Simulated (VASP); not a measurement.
## VASP 6.6.1 run: InP

INCAR

```
SIGMA = 0.02
EDIFF = 0.001
NELM = 65
GGA = PE
NSW = 0
LREAL = .FALSE.
NBANDS = 10
ENCUT = 520
LASPH = .TRUE.
PREC = High
ISIF = 2
ISMEAR = -1
IBRION = -1
LCHARG = .FALSE.
LWAVE = .FALSE.
```

KPOINTS

```
KPOINTS created by Atomic Simulation Environment
0
Gamma
8 8 8
0 0 0
```

POSCAR

```
In P
 1.0000000000000000
     0.0000000000000000    3.0128633874999999    3.0128633874999999
     3.0128633874999999    0.0000000000000000    3.0128633874999999
     3.0128633874999999    3.0128633874999999    0.0000000000000000
 In  P
   1   1
Cartesian
  0.0000000000000000  0.0000000000000000  0.0000000000000000
  1.5064316937500000  1.5064316937500000  1.5064316937500000
```

The recommended PBE PAW datasets give the neutral cell 18 valence electrons.

Command

```
mpirun -np 1 vasp_std
```

Q: How does this run end, and what does it give?

A: It converged. Results: gap between bands v and c on the k mesh 0.25 eV; least direct gap on the k mesh 0.25 eV; pressure -1.7 GPa. Band v is the last that the valence electrons fill when counted band by band, and c is the next.

OSZICAR

```
N       E                     dE             d eps       ncg     rms          rms(c)
DAV:   1     0.114155882756E+03    0.11416E+03   -0.86071E+03   580   0.194E+03
DAV:   2     0.286915522434E+01   -0.11129E+03   -0.11010E+03   584   0.367E+02
DAV:   3    -0.828173317883E+01   -0.11151E+02   -0.10809E+02   702   0.116E+02
DAV:   4    -0.876890981640E+01   -0.48718E+00   -0.48612E+00   708   0.250E+01
DAV:   5    -0.878495924470E+01   -0.16049E-01   -0.16045E-01   766   0.411E+00    0.497E+00
DAV:   6    -0.841354506249E+01    0.37141E+00   -0.10539E+00   700   0.187E+01    0.305E+00
DAV:   7    -0.839491897154E+01    0.18626E-01   -0.23407E-01   814   0.439E+00    0.118E+00
DAV:   8    -0.839521535021E+01   -0.29638E-03   -0.20746E-02   812   0.250E+00    0.272E-01
DAV:   9    -0.839561852578E+01   -0.40318E-03   -0.35335E-03   592   0.117E+00
   1 F= -.83956185E+01 E0= -.83956166E+01  d E =-.387880E-05
```

For comparison, a separate PBE run of the intended cell, on usual settings and not on those above, gives a gap of 0.26 eV on its mesh and a pressure of -1.9 GPa.
